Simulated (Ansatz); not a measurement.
# CsI: Wannier functions and tight-binding models

Where do the localised orbitals of CsI sit, how far are they spread, and how do the settings change that? The runs, in order: PBE, anion s p, 4×4×4; PBE, anion s p, 6×6×6; PBE, anion p, 4×4×4; PBE, cation s and anion p, disentangled, 4×4×4; r2SCAN, anion s p, 4×4×4; r2SCAN, cation s and anion p, disentangled, 4×4×4; r2SCAN, anion p, 4×4×4; HSE06, anion s p, 4×4×4; HSE06, anion p, 4×4×4 (level, trial orbitals, Wannier mesh).

Method: plane waves, PAW, in Ansatz 0.2.0.

1 further run of the same task is left out (it didn't finish).

### Step 1. The starting structure

It takes space group Pm-3m (No. 221, cubic). The conventional cell has a = 4.608 Å, b = 4.608 Å, c = 4.608 Å, α = 90.00°, β = 90.00°, γ = 90.00°. Cs (site symmetry m-3m) has 8 I at 3.99 Å as nearest neighbours. I (site symmetry m-3m) is surrounded by 8 Cs at 3.99 Å.

Coordinates:

```cif
data_structure
_symmetry_space_group_name_H-M 'Pm-3m'
_symmetry_Int_Tables_number 221
_cell_length_a 4.6081
_cell_length_b 4.6081
_cell_length_c 4.6081
_cell_angle_alpha 90.000
_cell_angle_beta 90.000
_cell_angle_gamma 90.000
_cell_volume 97.85
loop_
_atom_site_label
_atom_site_type_symbol
_atom_site_symmetry_multiplicity
_atom_site_Wyckoff_symbol
_atom_site_fract_x
_atom_site_fract_y
_atom_site_fract_z
_atom_site_occupancy
Cs1 Cs 1 a 0.00000 0.00000 0.00000 1
I1 I 1 b 0.50000 0.50000 0.50000 1
```

Cell and atoms come from an earlier r2SCAN relaxation. No run includes spin-orbit coupling, which matters for Cs, I.

### Step 2. PBE, anion s p, 4×4×4

Input file input.yaml:

```yaml
crystal:
  lattice:
    - [4.6080831759, 0.0, 0.0]
    - [0.0, 4.6080831759, 0.0]
    - [0.0, 0.0, 4.6080831759]
  atoms:
    - { symbol: Cs, position: [0.0, 0.0, 0.0] }
    - { symbol: I, position: [0.5, 0.5, 0.5] }
kpoints:
  mp_grid: { grid: [4, 4, 4] }
  band_path:
    path:
      - [[0.0, 0.0, 0.0], [-3.287142829434e-52, 0.5, -7.278285889154e-71], [0.5, 0.5, -3.482883357496e-35], [0.0, 0.0, 0.0], [0.5, 0.5, 0.5], [-3.287142829434e-52, 0.5, -7.278285889154e-71]]
      - [[0.5, 0.5, 0.5], [0.5, 0.5, -3.482883357496e-35]]
    npoints: 10
hamiltonian:
  xc: pbe
scf:
  occupations: { method: fixed }
  n_extra_bands: 6
output:
  forces: false
  stress: false
  eigenvalues: true
  wannier:
    kmesh: [4, 4, 4]
    projections: [{ species: I, l: s, shell: 5 }, { species: I, l: p, shell: 5 }]
    minimise: true
    write_hr: true
    conv_tol: 1.0e-08
    max_iter: 3000
  write_density: true
  write_potential: true
  elf: true
  volumetric_format: npy
```

Command:

```console
$ ansatz run input.yaml --threads 4 --pin off --max-ram 3686MiB --backend cpu --events-out ev --progress --plain --runs-dir out
```

The runs that follow: PBE, anion s p, 6×6×6; PBE, anion p, 4×4×4; PBE, cation s and anion p, disentangled, 4×4×4; r2SCAN, anion s p, 4×4×4; r2SCAN, cation s and anion p, disentangled, 4×4×4; r2SCAN, anion p, 4×4×4; HSE06, anion s p, 4×4×4; HSE06, anion p, 4×4×4.

Before running them: what should the planned runs give, taken together? Wanted: total spread, PBE, anion s p, 4×4×4; total spread, PBE, anion s p, 6×6×6; total spread, PBE, anion p, 4×4×4; total spread, PBE, cation s and anion p, disentangled, 4×4×4; total spread, r2SCAN, anion s p, 4×4×4; total spread, r2SCAN, cation s and anion p, disentangled, 4×4×4; total spread, r2SCAN, anion p, 4×4×4; total spread, HSE06, anion s p, 4×4×4; total spread, HSE06, anion p, 4×4×4.

As calculated:

```
                                                       quantity                         value
                            total spread, PBE, anion s p, 4×4×4      8.02 Å² over 4 functions
                            total spread, PBE, anion s p, 6×6×6      8.35 Å² over 4 functions
                              total spread, PBE, anion p, 4×4×4      7.64 Å² over 3 functions
   total spread, PBE, cation s and anion p, disentangled, 4×4×4     12.31 Å² over 4 functions
                         total spread, r2SCAN, anion s p, 4×4×4      7.85 Å² over 4 functions
total spread, r2SCAN, cation s and anion p, disentangled, 4×4×4     12.17 Å² over 4 functions
                           total spread, r2SCAN, anion p, 4×4×4      7.46 Å² over 3 functions
                          total spread, HSE06, anion s p, 4×4×4      7.84 Å² over 4 functions
                            total spread, HSE06, anion p, 4×4×4      7.46 Å² over 3 functions
                                       centres of the first set  0.55 Å from the nearest atom
```

In words: With PBE, anion s p, 4×4×4 the 4 functions move off the atoms, with a mean spread of 2.01 Å²; 86 % of the total is gauge invariant. The total spread goes from 8.02 Å² on 4×4×4 to 8.35 Å² on 6×6×6: finite differences in k understate it on coarse meshes, while the largest miss of a band goes from 0.03 to 0.01 eV. On one set and mesh the functional gives 8.02 (PBE), 7.85 (r2SCAN), 7.84 (HSE06) Å². The disentangled models miss some band by up to 3.2 eV, which may lie outside their frozen windows.
